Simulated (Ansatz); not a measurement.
Clean, relaxed (100) surface of ZrS$_{2}$, space group P-3m1 (No. 164) (top face towards +c; atoms held fixed, by place in the list: 1, 2, 3, 4, 5, 6, 7, 8):

```
CELL_PARAMETERS angstrom
7.27004 0.00000 0.00000
0.00000 5.72275 0.00000
0.00000 0.00000 25.39472
ATOMIC_POSITIONS crystal
S 0.50000 0.25525 0.33472
S 0.00000 0.25525 0.33472
Zr 0.25000 0.00000 0.37604
Zr 0.75000 0.00000 0.37604
S 0.50000 0.74475 0.41736
S 0.00000 0.74475 0.41736
S 0.75000 0.25525 0.45868
S 0.25000 0.25525 0.45868
Zr 0.50000 0.00210 0.50025
Zr 0.00000 0.00210 0.50025
S 0.75000 0.72726 0.53928
S 0.25000 0.72726 0.53928
S 0.00000 0.23536 0.58403
S 0.50000 0.23536 0.58403
Zr 0.75000 0.95000 0.62165
Zr 0.25000 0.95000 0.62165
S 0.00000 0.78673 0.67436
S 0.50000 0.78673 0.67436
```

Method: Ansatz 0.2.0, DFT PBE+D3(BJ), scalar-relativistic, plane waves, PAW. Settings: cutoff 420 eV, Γ-centred mesh 4×5×1 on the computed 18-atom cell, Gaussian smearing of 0.05 eV; no spin polarisation. The cell repeats along c with a dipole correction in the vacuum.

With the adsorbate the run is spin-polarised, so any moments that the slab's own atoms take up count into E_ads.

H (atom) is adsorbed on the top face, one adsorbate per 41.6 Å², and relaxed from 2 starting sites (fractions of a and b). E_ads counts from the clean slab and the free adsorbate (spin-polarised where it has unpaired electrons); negative means bound. Heights count from the highest slab atom after relaxation. Δp counts per cell along +c. Bonded neighbours lie within 1.25 times the sum of covalent radii (1.35 for H) and, on that scale, within 12 % of the closest. With the adsorbate the cell is lengthened along c to keep the vacuum.

```tsv
start	ends at	E_ads (eV)	height (Å)	shortest contact	Δp (e·Å)
top (S) at (0.50, 0.79)	(0.50, 0.89), 1 bonded neighbour (S)	-1.94	1.02	H–S 1.36 Å	+0.250
bridge (S-S) at (0.25, 0.79)	(0.25, 0.77), 1 bonded neighbour (Zr)	-1.26	0.19	H–S 1.71 Å	+0.113
```

Among the sites tried, the lowest end comes from the top (S) at (0.50, 0.79) start; other sites may lie lower.

Each end is the local minimum or symmetric point that its start leads to.

Cost: 3 runs of about 2.3 core-hours in all, on Arm Neoverse V2 (shared hosts).